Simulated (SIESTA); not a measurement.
Runs of SIESTA 5.4.2 on CO2. The structure is tetragonal, space group I-42d (No. 122). The conventional cell has a = 3.949 Å, b = 3.949 Å, c = 6.028 Å, α = 90.00°, β = 90.00°, γ = 90.00°. Around O (site symmetry 2) lie 2 C at 1.40 Å. C (site symmetry -4) has 4 O at 1.40 Å as nearest neighbours. The cell comes from a database or a generator and needn't be the stable form of this composition.

| task | level | potentials or basis | k mesh | gap on the mesh (eV) | pressure (GPa) | V0 of scaled cells (Å³/atom) | B0 (GPa) | largest force (eV/Å) |
| --- | --- | --- | --- | --- | --- | --- | --- | --- |
| band structure | LDA | PseudoDojo 0.4 standard (LDA files), DZP (energy shift 0.003 Ry) | 9 × 9 × 9 | (b) | -9.5 | - | - | 0.01 |
| equation of state | PBEsol | PseudoDojo 0.4 standard (PBEsol files), DZP (energy shift 0.003 Ry) | 9 × 9 × 9 | - | - | 7.76 | 264 | - |
| equation of state | LDA | PseudoDojo 0.4 standard (LDA files), DZP (energy shift 0.003 Ry) | 7 × 7 × 7 | - | - | 7.56 | 285 | - |
| band structure | PBEsol | PseudoDojo 0.4 standard (PBEsol files), DZP (energy shift 0.003 Ry) | 9 × 9 × 9 | (a) | -2.7 | - | - | 0.28 |

Alike in all rows: no spin polarisation; cell as given; smearing fermi-dirac 0.05 eV; grid cutoff 800 Ry; energy shift 0.003 Ry.

Question: Estimate the missing entries.

Answer: (a) 7.50; (b) 7.39.

Caveats: the basis of atomic orbitals isn't converged, which shifts pressures, moduli and gaps; the cell was scaled at fixed shape and fractional positions, which overstates the stiffness of a crystal with free parameters, most of all of layers and chains (some runs).

A k mesh can miss the band edges.

Not every run made on this cell is shown here.
